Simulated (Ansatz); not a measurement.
**MgTe: how the settings move a single-point run**

Aim: see which settings change the result for MgTe, by how much, and at what cost.

Computed with Ansatz 0.2.0 (reference: DFT, r2SCAN, plane waves, PAW, unless a step's input says otherwise).

### 1 The structure to begin with

It takes space group P6_3mc (No. 186, hexagonal). The conventional cell has a = 4.578 Å, b = 4.578 Å, c = 7.456 Å, α = 90.00°, β = 90.00°, γ = 120.00°. Around Mg (site symmetry 3m) lie 4 Te at 2.80 Å. Te (site symmetry 3m) is surrounded by 4 Mg at 2.80 Å.

Structure file:

```cif
data_structure
_symmetry_space_group_name_H-M 'P6_3mc'
_symmetry_Int_Tables_number 186
_cell_length_a 4.5775
_cell_length_b 4.5775
_cell_length_c 7.4556
_cell_angle_alpha 90.000
_cell_angle_beta 90.000
_cell_angle_gamma 120.000
_cell_volume 135.29
loop_
_atom_site_label
_atom_site_type_symbol
_atom_site_symmetry_multiplicity
_atom_site_Wyckoff_symbol
_atom_site_fract_x
_atom_site_fract_y
_atom_site_fract_z
_atom_site_occupancy
Mg1 Mg 2 b 0.33333 0.66667 0.00440 1
Te1 Te 2 b 0.33333 0.66667 0.38060 1
```

### 2 The reference run

Contents of input.yaml:

```yaml
crystal:
  lattice:
    - [4.5775104488, 0.0, 0.0]
    - [-2.2887552244, 3.9642403347, 0.0]
    - [0.0, 0.0, 7.4555751524]
  atoms:
    - { symbol: Mg, position: [0.3333333333, 0.6666666667, 0.004397734] }
    - { symbol: Mg, position: [0.6666666667, 0.3333333333, 0.504397734] }
    - { symbol: Te, position: [0.3333333333, 0.6666666667, 0.380602266] }
    - { symbol: Te, position: [0.6666666667, 0.3333333333, 0.880602266] }
kpoints:
  mp_grid: { grid: [6, 6, 2] }
hamiltonian:
  xc: r2scan
scf:
  occupations: { method: fixed }
  n_extra_bands: 5
output:
  forces: true
  stress: true
  eigenvalues: true
```

On the command line:

```console
> ansatz run input.yaml --threads 4 --pin off --max-ram 3686MiB --backend cpu --events-out ev --progress --plain --runs-dir out
```

### 3 Changed: mp_grid.grid [8, 8, 1]

input.yaml: that of step 2 with these lines changed.

```diff
@@ -11,3 +11,3 @@
 kpoints:
-  mp_grid: { grid: [6, 6, 2] }
+  mp_grid: { grid: [8, 8, 1] }
 hamiltonian:
```

### 4 Changing settings: exchange pbe, correlation pbe, coeff 0.15

input.yaml: that of step 2 with these lines changed.

```diff
@@ -13,3 +13,3 @@
 hamiltonian:
-  xc: r2scan
+  xc: { exchange: pbe, correlation: pbe, exx: { coeff: 0.15 } }
 scf:
```

### 5 Changed: exchange pbe, correlation pbe, coeff 0.05, omega 0.2078

input.yaml: that of step 2 with these lines changed.

```diff
@@ -13,3 +13,6 @@
 hamiltonian:
-  xc: r2scan
+  xc:
+    exchange: pbe
+    correlation: pbe
+    exx: { coeff: 0.05, omega: 0.2078 }
 scf:
```

**Question.** What will these runs give? Wanted: for each run, ending; energy change; pressure; gap; force.

As calculated:

```tsv
run	ending	energy change	pressure (GPa)	gap (eV)	force (eV/Å)	cycles	time
reference	converged	0	0.0	3.16	0.00	6	4.8 s
1: mp_grid.grid [8, 8, 1]	converged	-34.0 meV/atom	-0.2	3.16	0.01	6	4 s
2: exchange pbe, correlation pbe, coeff 0.15	converged	not comparable	0.2	3.35	0.00	11	47 s
3: exchange pbe, correlation pbe, coeff 0.05, omega 0.2078	converged	not comparable	0.5	2.63	0.00	9	42 s
```

Residual by cycle in the longest SCF loop of each run; runs are numbered as in the table. The quantity is the density residual dr2, in eV.

```tsv
cycle	reference	run 1	run 2	run 3
1	0.0131	0.0128	0.00266	3.8e-4
2	0.00571	0.00486	5.1e-4	4.1e-5
3	7.3e-4	7.6e-4	8.9e-5	4.6e-6
4	2.1e-5	2.0e-5	6.0e-6	4.2e-7
5	6.6e-7	4.9e-7	1.3e-6	2.9e-8
6	5.8e-8	5.8e-8	1.0e-7	-
```

**Reading.** «mp_grid.grid [8, 8, 1]» moves the energy by -34.0 meV/atom. Of the variants the dearest is «exchange pbe, correlation pbe, coeff 0.15» (47 s), the cheapest «mp_grid.grid [8, 8, 1]» (4 s), on a shared host. The gap of the reference lacks spin-orbit coupling, though the cell holds Te.
